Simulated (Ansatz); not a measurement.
Moving the share of exact exchange in GaSb

```cif
data_structure
_symmetry_space_group_name_H-M 'F-43m'
_symmetry_Int_Tables_number 216
_cell_length_a 6.1180
_cell_length_b 6.1180
_cell_length_c 6.1180
_cell_angle_alpha 90.000
_cell_angle_beta 90.000
_cell_angle_gamma 90.000
_cell_volume 229.00
loop_
_atom_site_label
_atom_site_type_symbol
_atom_site_symmetry_multiplicity
_atom_site_Wyckoff_symbol
_atom_site_fract_x
_atom_site_fract_y
_atom_site_fract_z
_atom_site_occupancy
Sb1 Sb 4 c 0.25000 0.25000 0.25000 1
Ga1 Ga 4 a 0.00000 0.00000 0.00000 1
```

Kept alike: task single point; k mesh 4 × 4 × 4; occupations fermi-dirac, width 0.05 eV; no spin polarisation. Program: Ansatz, Ansatz PAW, cutoff 500 eV. The mesh is that of the run's cell of 2 atoms. No spin-orbit coupling.

| share of exact exchange, α | band gap (eV) | pressure (GPa) |
| --- | --- | --- |
| 0 | 0.464 | 0.58 |
| 0.1 | 0.961 | 0.15 |
| 0.15 | 1.215 | -0.06 |
| 0.25 | 1.732 | -0.46 |
| 0.35 | 2.263 | -0.87 |
| 0.5 | 3.078 | -1.45 |

The k mesh is coarse, so the values aren't converged. Pressure is positive in compression, with a Pulay correction for the finite cutoff. Spin-orbit coupling, left out here, moves the band edges of heavy atoms and can close or invert small gaps. A gap read on the mesh alone can miss an edge between its points. All rows use potentials made for PBE. The mesh is thin for exact exchange.

The band gap rises from 0.464 to 3.078 eV between 0 and 0.5. Exact exchange pulls filled levels down against empty ones, so the gap grows nearly in line with its share. The mean slope is +5.23 eV per unit of share. Measured: 0.811 eV at 4.2 K (a printed reference work); nearest 0.1, 0.150 eV off. The runs are for a static lattice. The pressure falls from 0.58 to -1.45 GPa between 0 and 0.5. Exact exchange shortens the bonds here, so the pressure at fixed cell falls.
